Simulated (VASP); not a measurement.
# C (P6_3/mmc) in VASP: further runs

One crystal, C, is run at these levels: PBE+D4; tasks: relaxation of cell and atoms, vibrations by finite differences.

All numbers are computed with VASP 6.6.1; they aren't measurements. Logs are shortened: lines on timing, memory, paths and dates and some standing lists are left out, and cuts for length are marked.

## (1) The structure

Symmetry: P6_3/mmc, No. 194, hexagonal system. Conventional cell: a = 2.456 Å, b = 2.456 Å, c = 6.696 Å, α = 90.00°, β = 90.00°, γ = 120.00°. C (site symmetry -6m2) has 3 C at 1.42 Å as nearest neighbours. Around C (site symmetry -6m2) lie 3 C at 1.42 Å.

## (2) Relaxation of cell and atoms, PBE+D4

File INCAR:

```
  PREC = Accurate
  ENCUT = 520
  EDIFF = 1E-7
  ISMEAR = 0
  SIGMA = 0.02
  LREAL = False
  LASPH = True
  NELM = 100
  ALGO = Normal
  ISIF = 3
  LWAVE = False
  LCHARG = False
  GGA = PE
  IVDW = 13
  IBRION = 2
  NSW = 80
  EDIFFG = -0.002
  KPAR = 4
```

File KPOINTS:

```
Automatic mesh
0
Gamma
  15 15 6
```

File POSCAR:

```
C
1.0
    2.4560000000      0.0000000000      0.0000000000
   -1.2280000000      2.1269583900      0.0000000000
    0.0000000000      0.0000000000      6.6960000000
C
4
Direct
    0.0000000000      0.0000000000      0.7500000000
    0.0000000000      0.0000000000      0.2500000000
    0.3333333300      0.6666666700      0.7500000000
    0.6666666700      0.3333333300      0.2500000000
```

Potentials or basis: VASP PAW PBE potentials, release 64 (C).

Command:

```console
$ cat potpaw_PBE.64/C/POTCAR > POTCAR
$ mpirun -np 4 vasp_std > vasp.out
```

OUTCAR:

```text
PREC = Accurate
   ENCUT = 520
   EDIFF = 1E-7
   ISMEAR = 0
   LREAL = False
   LASPH = True
   NELM = 100
   ISIF = 3
   GGA = PE
   IVDW = 13
   IBRION = 2
   NSW = 80
   EDIFFG = -0.002

 ion  position               nearest neighbor table
   1  0.000  0.000  0.750-   3 1.42   3 1.42   3 1.42
   2  0.000  0.000  0.250-   4 1.42   4 1.42   4 1.42
   3  0.333  0.667  0.750-   1 1.42   1 1.42   1 1.42
   4  0.667  0.333  0.250-   2 1.42   2 1.42   2 1.42

  LATTYP: Found a hexagonal cell.
 ALAT       =     2.4560000000
 C/A-ratio  =     2.7263843648

  Lattice vectors:

 A1 = (   2.4560000000,   0.0000000000,   0.0000000000)
 A2 = (  -1.2280000000,   2.1269583900,   0.0000000000)
 A3 = (   0.0000000000,   0.0000000000,   6.6960000000)

Analysis of symmetry for initial positions (statically):
=====================================================================
 Subroutine PRICEL returns:
 Original cell was already a primitive cell.

 Routine SETGRP: Setting up the symmetry group for a
 hexagonal supercell.

 Subroutine GETGRP returns: Found 24 space group operations
 (whereof 12 operations were pure point group operations)
 out of a pool of 24 trial point group operations.

The static configuration has the point symmetry D_3d.
 The point group associated with its full space group is D_6h.

Analysis of symmetry for dynamics (positions and initial velocities):
=====================================================================
 Subroutine PRICEL returns:
 Original cell was already a primitive cell.

 Routine SETGRP: Setting up the symmetry group for a
 hexagonal supercell.

 Subroutine GETGRP returns: Found 24 space group operations
 (whereof 12 operations were pure point group operations)
 out of a pool of 24 trial point group operations.

The dynamic configuration has the point symmetry D_3d.
 The point group associated with its full space group is D_6h.

 Subroutine INISYM returns: Found 24 space group operations
 (whereof 12 operations are pure point group operations),
 and found     1 'primitive' translations

----------------------------------------------------------------------------------------

                                     Primitive cell

  volume of cell :      34.9786

  direct lattice vectors                    reciprocal lattice vectors
     2.456000000  0.000000000  0.000000000     0.407166124  0.235077471  0.000000000
    -1.228000000  2.126958390  0.000000000     0.000000000  0.470154943  0.000000000
     0.000000000  0.000000000  6.696000000     0.000000000  0.000000000  0.149342891

  length of vectors
     2.456000000  2.455999999  6.696000000     0.470154942  0.470154943  0.149342891

  position of ions in fractional coordinates (direct lattice)
     0.000000000  0.000000000  0.750000000
     0.000000000  0.000000000  0.250000000
     0.333333330  0.666666670  0.750000000
     0.666666670  0.333333330  0.250000000

  ion indices of the primitive-cell ions
   primitive index   ion index
                 1           1
                 2           2
                 3           3
                 4           4

----------------------------------------------------------------------------------------

 KPOINTS: Automatic mesh

Automatic generation of k-mesh.
 Grid dimensions read from file:
 generate k-points for:   15   15    6

 Generating k-lattice:

  Cartesian coordinates                     Fractional coordinates (reciprocal lattice)
     0.027144408  0.015671831  0.000000000     0.066666667  0.000000000  0.000000000
     0.000000000  0.031343663  0.000000000     0.000000000  0.066666667  0.000000000
     0.000000000  0.000000000  0.024890482     0.000000000  0.000000000  0.166666667

  Length of vectors
     0.031343663  0.031343663  0.024890482

  Shift w.r.t. Gamma in fractional coordinates (k-lattice)
     0.000000000  0.000000000  0.000000000

 Subroutine IBZKPT returns following result:
 ===========================================

 Found    108 irreducible k-points:

 Following reciprocal coordinates:
            Coordinates               Weight
  0.000000  0.000000  0.000000      1.000000
  0.066667  0.000000  0.000000      6.000000
  0.133333  0.000000  0.000000      6.000000
  0.200000 -0.000000  0.000000      6.000000
  0.266667  0.000000  0.000000      6.000000
  0.333333  0.000000  0.000000      6.000000
[... 16 lines left out ...]
  0.333333  0.200000  0.000000     12.000000
  0.400000  0.200000  0.000000      6.000000
 [... further k-points ...]
   k-points           NKPTS =    108   k-points in BZ     NKDIM =    108   number of bands    NBANDS=     12
   number of dos      NEDOS =    301   number of ions     NIONS =      4
   total plane-waves  NPLWV =  16200
   dimension x,y,z NGX =    18 NGY =   18 NGZ =   50
   dimension x,y,z NGXF=    36 NGYF=   36 NGZF=  100
   ions per type =               4
   NGX,Y,Z   is equivalent  to a cutoff of  12.18, 12.18, 12.41 a.u.
   NGXF,Y,Z  is equivalent  to a cutoff of  24.37, 24.37, 24.83 a.u.
 SYSTEM =  unknown system
   PREC   = accura    normal or accurate (medium, high low for compatibility)
   ISTART =      0    job   : 0-new  1-cont  2-samecut
   ICHARG =      2    charge: 1-file 2-atom 10-const
   ISPIN  =      1    spin polarized calculation?
   LNONCOLLINEAR =      F non collinear calculations
   LSORBIT =      F    spin-orbit coupling
   LASPH  =      T    aspherical Exc in radial PAW
   ENCUT  =  520.0 eV  38.22 Ry    6.18 a.u.   4.57  4.57 12.45*2*pi/ulx,y,z
   NELM   =    100;   NELMIN=  2; NELMDL= -5     # of ELM steps
   EDIFF  = 0.1E-06   stopping-criterion for ELM
   LREAL  =      F    real-space projection
   EDIFFG = -.2E-02   stopping-criterion for IOM
   NSW    =     80    number of steps for IOM
   IBRION =      2    ionic relax: 0-MD 1-quasi-New 2-CG
   NFREE  =      1    steps in history (QN), initial steepest desc. (CG)
   ISIF   =      3    stress and relaxation
   ISYM   =      2    0-nonsym 1-usesym 2-fastsym
   POTIM  = 0.5000    time-step for ionic-motion
   TEBEG  =    0.0;   TEEND  =   0.0 temperature during run
   PSTRESS=    0.0 pullay stress
   NELECT =      16.0000    total number of electrons
   NUPDOWN=      -1.0000    fix difference up-down
   EMIN   =  10.00;   EMAX   =-10.00  energy-range for DOS
   EFERMI =   0.00;   METHOD = LEGACY
   ISMEAR =     0;   SIGMA  =   0.02  broadening in eV -4-tet -1-fermi 0-gaus
   EFERMI_NEDOS =   21; number of points for ismear=-14 and -15
   IALGO  =     38    algorithm
   IMIX   =      4    mixing-type and parameters
     AMIX     =   0.40;   BMIX     =  1.00
     AMIX_MAG =   1.60;   BMIX_MAG =  1.00
  volume/ion in A,a.u.               =       8.74        59.01
  Fermi-wavevector in a.u.,A,eV,Ry     =   1.261384  2.383670 21.648079  1.591089
  Thomas-Fermi vector in A             =   2.394846
   LORBIT       =      0    0 simple, 1 ext, 2 COOP (PROOUT), +10 PAW based schemes
   GGA     = PE    functional components
   LHFCALC =     F    Hartree Fock is set to
   AEXX    =    0.0000 exact exchange contribution
   IVDW    =    13    specifies the selected vdW correction
   LEPSILON=     F    determine dielectric tensor
   LRPA    =     F    only Hartree local field effects (RPA)
 conjugate gradient relaxation of ions
 non-spin polarized calculation
 Gauss-broadening in eV      SIGMA  =   0.02
  energy-cutoff  :      520.00
  volume of cell :       34.98
 maximum number of plane-waves:       979
   NGX =  9   NGY =  9   NGZ = 25

--------------------------------------- Ionic step        1  -------------------------------------------

 number of electron      15.9999994 magnetization

 Free energy of the ion-electron system (eV)
  ---------------------------------------------------
  ext. energy  EPLUGINS =         0.00000000
  ---------------------------------------------------
  free energy    TOTEN  =       -36.83428581 eV

  energy without entropy =      -36.83410830  energy(sigma->0) =      -36.83419706

------------------------ aborting loop because EDIFF is reached ----------------------------------------

  DFT-D4 for vdW energy calculation

  Edisp (eV):   -0.70758

  FORCE on cell =-STRESS in cart. coord.  units (eV):
  Direction    XX          YY          ZZ          XY          YZ          ZX
  --------------------------------------------------------------------------------------
  -------------------------------------------------------------------------------------
  Total       0.60665     0.60665    -0.07177     0.00000    -0.00000    -0.00000
  in kB      27.78723    27.78723    -3.28731     0.00000    -0.00000    -0.00000
  external pressure =       17.43 kB  Pullay stress =        0.00 kB
[... 103 lines left out ...]
  FREE ENERGIE OF THE ION-ELECTRON SYSTEM (eV)
  ---------------------------------------------------
  free  energy   TOTEN  =       -37.5432005573 eV

  energy  without entropy=      -37.5430239386  energy(sigma->0) =      -37.54311225

[... ionic steps 4 to 7 ...]

--------------------------------------- Ionic step        8  -------------------------------------------

 number of electron      15.9999994 magnetization

------------------------ aborting loop because EDIFF is reached ----------------------------------------

  DFT-D4 for vdW energy calculation

  Edisp (eV):   -0.71142
[... 73 lines left out ...]
  energy  without entropy=      -37.5432360457  energy(sigma->0) =      -37.54332026

--------------------------------------- Ionic step       10  -------------------------------------------

 number of electron      15.9999994 magnetization

 Free energy of the ion-electron system (eV)
  ---------------------------------------------------
  ext. energy  EPLUGINS =         0.00000000
  ---------------------------------------------------
  free energy    TOTEN  =       -36.83207199 eV

  energy without entropy =      -36.83190336  energy(sigma->0) =      -36.83198768

 E-fermi :   4.7857     XC(G=0): -10.4014

 val. band max:        4.7837337455   @ k =   0.3333   0.3333   0.5000
 cond. band min:       4.7954475328   @ k =   0.3333   0.3333   0.3333
 fundamental gap:      0.0117137872
 Fermi energy:         4.7856511642

 k-point     1 :       0.0000    0.0000    0.0000
  band No.  band energies     occupation
      1     -14.9060      2.00000
      2     -14.5826      2.00000
      3      -3.7927      2.00000
      4      -1.7280      2.00000
      5       1.7782      2.00000
      6       1.7782      2.00000
      7       1.7984      2.00000
      8       1.7984      2.00000
      9       9.1461      0.00000
     10      13.1437      0.00000
     11      13.1438      0.00000
     12      13.2000      0.00000
[... 331 lines left out ...]
 k-point    24 :       0.4000    0.2000    0.0000
  band No.  band energies     occupation
      1      -8.9313      2.00000
      2      -8.8173      2.00000
      3      -7.9169      2.00000
      4      -7.8443      2.00000
      5      -4.0974      2.00000
      6      -3.9854      2.00000
      7       2.8549      2.00000
      8       3.5539      2.00000
      9       6.1657      0.00000
     10       6.2952      0.00000
     11      15.3444      0.00000
     12      16.0432      0.00000

 [... further k-points ...]

------------------------ aborting loop because EDIFF is reached ----------------------------------------

  DFT-D4 for vdW energy calculation

  Edisp (eV):   -0.71137

  FORCE on cell =-STRESS in cart. coord.  units (eV):
  Direction    XX          YY          ZZ          XY          YZ          ZX
  --------------------------------------------------------------------------------------
  -------------------------------------------------------------------------------------
  Total       0.00073     0.00073    -0.00272    -0.00000     0.00000     0.00000
  in kB       0.03369     0.03369    -0.12518    -0.00000     0.00000     0.00000
  external pressure =       -0.02 kB  Pullay stress =        0.00 kB
[... 19 lines left out ...]
  FREE ENERGIE OF THE ION-ELECTRON SYSTEM (eV)
  ---------------------------------------------------
  free  energy   TOTEN  =       -37.5434448265 eV

  energy  without entropy=      -37.5432761967  energy(sigma->0) =      -37.54336051

 reached required accuracy - stopping structural energy minimisation
```

Run time: 82 s. Hardware: 4 MPI ranks of Intel Xeon Platinum 8259CL at 2.50GHz (Skylake/Cascade Lake), shared host; peak memory 0.15 GiB.

Results:

```yaml
Free_energy: -37.5434 eV
Relaxed_volume: 8.71 Å³/atom
Relaxed_cell: a = 2.461 Å, b = 2.461 Å, c = 6.644 Å, α = 90.00°, β = 90.00°, γ = 120.00°
Space_group_after_relaxing_to_0.05_Å: P6_3/mmc (No. 194)
Energy_gained_by_relaxing: 0.4 meV/atom
Ionic_steps: 10
Pressure_after_relaxing: 0.0 GPa
Band_gap_on_the_k_mesh: none (metal or under the smearing width)
Dispersion_energy_per_atom: -0.178 eV
```

The path:
```
step  energy change (eV)  largest force (eV/Å)  pressure (GPa)  volume (Å³)
   1              0.0000                0.0000            1.74        34.98
   2              0.0057                0.0000           -4.23        35.46
   3             -0.0013                0.0000           -0.11        35.12
   4             -0.0013                0.0000           -0.07        35.12
   5             -0.0014                0.0000           -0.05        35.10
   6             -0.0015                0.0000           -0.04        35.04
   7             -0.0016                0.0000            0.02        34.91
   8             -0.0016                0.0000            0.04        34.85
   9             -0.0015                0.0000           -0.31        34.88
  10             -0.0016                0.0000            0.00        34.85
```

Final structure:
```xyz
4
Lattice="2.4613 0.0000 0.0000 -1.2306 2.1315 0.0000 0.0000 0.0000 6.6437" Properties=species:S:1:pos:R:3 pbc="T T T"
C     0.0000    0.0000    4.9828
C    -1.2306    2.1315    1.6609
C     0.0000    1.4210    4.9828
C     1.2306    0.7105    1.6609
```

[end of part 1 of 2]
